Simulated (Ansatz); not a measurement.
A run of Ansatz 0.2.0:

The input input.yaml:

```yaml
crystal:
  lattice:
    - [0.0, 3.18, 3.18]
    - [3.18, 0.0, 3.18]
    - [3.18, 3.18, 0.0]
  atoms:
    - { symbol: Hg, position: [0.0, 0.0, 0.0] }
    - { symbol: Te, position: [0.5, 0.5, 0.5] }
hamiltonian:
  xc: pbesol
  pseudopotentials: { kind: paw }
kpoints:
  mp_grid: { grid: [7, 7, 7] }
scf:
  occupations: { method: fermi_dirac, width: 0.05 }
output:
  forces: true
  stress: true
  eigenvalues: true
relax:
  f_tol: 0.01
  max_steps: 40
  cell: { stress_tol: 0.05 }
```

Potentials or basis: Ansatz PAW.

Run with:

```sh
$ ansatz run input.yaml --threads 2 --pin off --max-ram 5632MiB --backend cpu --events-out ev --progress --plain --runs-dir out
```

Hardware: 2 threads of Arm Neoverse V1, on a shared host.

Problem. How long does it take, and how much memory?

Solution. Wall time 5 s on 2 threads of Arm Neoverse V1, with other jobs on the host, peak memory 0.34 GiB. Counts: scf iterations 29, plane waves 1067, k points 20, bands 22, ion steps 5.
